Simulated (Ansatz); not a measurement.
Runs of Ansatz 0.2.0 on BP. Symmetry: F-43m, No. 216, cubic system. Conventional cell: a = 4.538 Å, b = 4.538 Å, c = 4.538 Å, α = 90.00°, β = 90.00°, γ = 90.00°. P (site symmetry -43m) is surrounded by 4 B at 1.97 Å. B (site symmetry -43m) is surrounded by 4 P at 1.97 Å. 

| task | level | potentials or basis | cell | k mesh | cutoff (eV) | smearing | basis error allowed | mesh quality | gap on the mesh (eV) | pressure (GPa) |
| --- | --- | --- | --- | --- | --- | --- | --- | --- | --- | --- |
| single point | PBEsol | all-electron LAPW, scalar-relativistic | as given | 10 × 10 × 10 | 281 | gaussian 0.1 eV | 0.001 eV/atom | not flagged | 1.14 | -2.0 |
| single point | PBE | all-electron LAPW, scalar-relativistic | as given | 10 × 10 × 10 | 281 | gaussian 0.019 eV | 0.001 eV/atom | not flagged | 1.25 | 1.1 |
| single point | PBE | all-electron LAPW, scalar-relativistic | as given | 5 × 5 × 5 | 253 | fermi-dirac 0.02 eV | 0.002 eV/atom | coarse | 1.24 | 1.5 |
| relaxation of cell and atoms | revPBE | all-electron LAPW, scalar-relativistic | relaxed | 10 × 10 × 10 | - | fermi-dirac 0.05 eV | 0.001 eV/atom | not flagged | (b) | 0.0 |
| Born charges and dielectric tensor | PBE | all-electron PAW datasets made for the crystal | as given | 10 × 10 × 10 | 310 | fixed | - | not flagged | 1.25 | - |
| band structure | BLYP | all-electron LAPW, scalar-relativistic | as given | 10 × 10 × 10 | 283 | fermi-dirac 0.05 eV | 0.001 eV/atom | not flagged | 1.51 | 6.1 |
| single point | LDA | all-electron LAPW, scalar-relativistic | as given | 10 × 10 × 10 | 283 | gaussian 0.05 eV | 0.001 eV/atom | not flagged | 1.19 | -5.2 |
| single point | PBE | all-electron LAPW, scalar-relativistic | as given | 4 × 4 × 4 | 238 | fermi-dirac 0.03 eV | 0.003 eV/atom | coarse | 1.32 | (a) |

Alike in all rows: no spin polarisation.

Q: Estimate the missing entries.

A: (a) 2.2; (b) 1.29.

Caveats: some runs use coarse meshes; an odd mesh through Γ misses points on the zone boundary, where band edges often lie (some runs); the program warned that the printed levels may be off, so bands, gaps and densities of states are rough (some runs).

The runs don't all hold the same shells in valence.
